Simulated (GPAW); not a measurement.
AlN:

```
CELL_PARAMETERS angstrom
0.00000 2.03452 2.03452
2.03452 0.00000 2.03452
2.03452 2.03452 0.00000
ATOMIC_POSITIONS crystal
Al 0.50000 0.50000 0.50000
N 0.00000 0.00000 0.00000
```

Measurements of this composition are mostly on another form, of space group No. 186.

| Item | Value |
| --- | --- |
| Program | GPAW 26.7.0 |
| Task | relaxation of cell and atoms |
| Functional | revPBE |
| Potentials or basis | the program's PAW data sets (release 1.2.1) made for this functional |
| Cutoff | 800 eV |
| Basis | pw |
| k mesh | 11 × 11 × 11 |
| Occupations | fermi-dirac, width 0.05 eV |
| Spin | no spin polarisation |

At the start: pressure 4.9 GPa; volume 8.42 Å³/atom.

Problem. How do energy, volume and symmetry change on relaxing?

Solution. Over 3 steps the energy falls by 3.3 meV/atom and the volume is 8.58 Å³/atom (+1.9 %); space group Fm-3m (No. 225, to 0.05 Å).

Step by step:
| step | energy change (eV) | largest force (eV/Å) | pressure (GPa) | volume (Å³) |
| --- | --- | --- | --- | --- |
| 1 | 0.0000 | 0.0000 | 4.88 | 16.84 |
| 2 | -0.0030 | 0.0000 | 3.44 | 16.94 |
| 3 | -0.0066 | 0.0000 | 0.05 | 17.16 |

Final structure:
```
CELL_PARAMETERS angstrom
0.00000 2.04737 2.04737
2.04737 0.00000 2.04737
2.04737 2.04737 0.00000
ATOMIC_POSITIONS crystal
Al 0.50000 0.50000 0.50000
N 0.00000 0.00000 0.00000
```

Caveat: later steps reuse the first step's grids.
